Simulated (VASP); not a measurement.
A run of VASP 6.6.1 is set up as follows.

POSCAR

```
KF
1.0
    0.0000000000      2.6587902031      2.6587902031
    2.6587902031      0.0000000000      2.6587902031
    2.6587902031      2.6587902031      0.0000000000
K F
1 1
Direct
    0.0000000000      0.0000000000      0.0000000000
    0.5000000000      0.5000000000      0.5000000000
```

INCAR.step1

```
PREC = Accurate ; ENCUT = 520
ISMEAR = 0 ; SIGMA = 0.02
LREAL = F ; LASPH = T
NELM = 60 ; NBANDS = 15
GGA = PE ; ALGO = Normal
EDIFF = 1E-4 ; LWAVE = T
LCHARG = F
```

INCAR.step2

```
PREC = Accurate ; ENCUT = 520
EDIFF = 1E-6 ; ISMEAR = 0
SIGMA = 0.02 ; LREAL = F
LASPH = T ; NELM = 60
ALGO = Normal ; ISIF = 2
LWAVE = F ; LCHARG = F
METAGGA = R2SCAN ; LMIXTAU = T
NBANDS = 15 ; ISTART = 1
```

KPOINTS

```
Automatic mesh
0
Gamma
  8 8 8
```

Potentials or basis: VASP PAW PBE potentials, release 64 (K_sv, F).

Command:

```console
$ cat potpaw_PBE.64/K_sv/POTCAR potpaw_PBE.64/F/POTCAR > POTCAR
$ cp INCAR.step1 INCAR
$ mpirun -np 1 vasp_std > vasp.out
$ cp INCAR.step2 INCAR
$ mpirun -np 1 vasp_std > vasp.out
```

(1) Estimate the band gap on the k mesh.

(2) Estimate the pressure.

## Answers

(1) 6.91 eV, direct.

(2) 0.0 GPa.

Caveat: the PAW data sets were made with another functional, which shifts forces and pressure a little.
